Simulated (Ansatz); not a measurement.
## Honeycomb InSb monolayer in a perpendicular field

What dipole does a perpendicular field induce in the honeycomb InSb monolayer, and does the gap follow? A positive field points along +c.

Calculated with Ansatz 0.2.0; plane-wave DFT, PBE-D3(BJ), Ansatz PAW (set soft_1); PAW set soft_1.

## (1) Set-up

The cell holds 2 atoms: 1 Sb and 1 In. Cell: a = 4.650 Å, b = 4.650 Å, c = 32.550 Å, α = 90.0°, β = 90.0°, γ = 120.0°. Vacuum lies along c.

## (2) Relaxing the slab

The starting cell is a guess, so the in-plane lattice and the atoms are relaxed first, with the slab cut off from its images along the normal.

Input file input.yaml:

```yaml
crystal:
  lattice:
    - [4.65, 0.0, 0.0]
    - [-2.325, 4.0270181276, 0.0]
    - [0.0, 0.0, 32.55]
  atoms:
    - { symbol: Sb, position: [0.6666666667, 0.3333333333, 0.4884792627] }
    - { symbol: In, position: [0.3333333333, 0.6666666667, 0.5115207373] }
  periodic: [true, true, false]
kpoints:
  mp_grid: { grid: [12, 12, 1] }
hamiltonian:
  xc: pbe
  dispersion: d3bj
  pseudopotentials: { kind: paw, azcp: { folder: soft_1 } }
scf:
  occupations: { method: fermi_dirac, width: 0.05 }
  convergence: { dr2_threshold: 1.0e-09 }
relax:
  f_tol: 0.004
  max_steps: 90
  cell: {}
output:
  write_potential: true
  write_density: true
  volumetric_format: npy
```

Command:

```bash
$ ansatz run input.yaml --threads 2 --pin off --max-ram 3072MiB --backend cpu --events-out ev --progress --plain --runs-dir out
```

The runs that follow: single point, field 0; single point, field 0.1 V/Å; atoms held, field -0.1 V/Å; response, atoms held. Settings of the main run: cutoff 420 eV, 12×12×1 k-mesh, smearing width 0.02585 eV, 1 layers, stack honeycomb InSb monolayer, PAW set soft 1.

Before running: what should come out for the gap without field; and equivalent conductor thickness, atoms held?

The induced dipole equals that of a perfect conductor 3.64 Å thick, while the outer atoms lie 0.77 Å apart; an out-of-plane ε follows only once a thickness t is chosen, by 1 − 1/ε = 3.64 Å / t. The two faces differ: the vacuum level above lies 0.70 eV lower than the one below. The gap stays within 0.01 eV of 0.76 eV over the fields run, up to 0.1 V/Å in size.

```
gap without field                          : 0.760 eV
ionisation energy, upper face              : 4.42 eV
electron affinity, upper face              : 3.66 eV
step between the vacuum levels             : -0.702 eV
equivalent conductor thickness, atoms held : 3.64 Å
```

Semilocal functionals give gaps that are too small, and excitons are not included. Spin-orbit coupling is left out, which matters for the bands of elements this heavy.

[Logs are printed without paths, hosts, clocks, repeated set-up lines and the standing remarks that a program may print on its own settings, such as how far it seeks lower states.]

[Hosts, paths, dates, database ids (printed as entryN), source tags and the programs' standing remarks are cut or masked in the printed files.]

[Maps of the electrostatic potential energy from Ansatz leave out the sawtooth potential of an applied field or a dipole correction, so their vacuum need not be flat; planar profiles and work functions include it.]
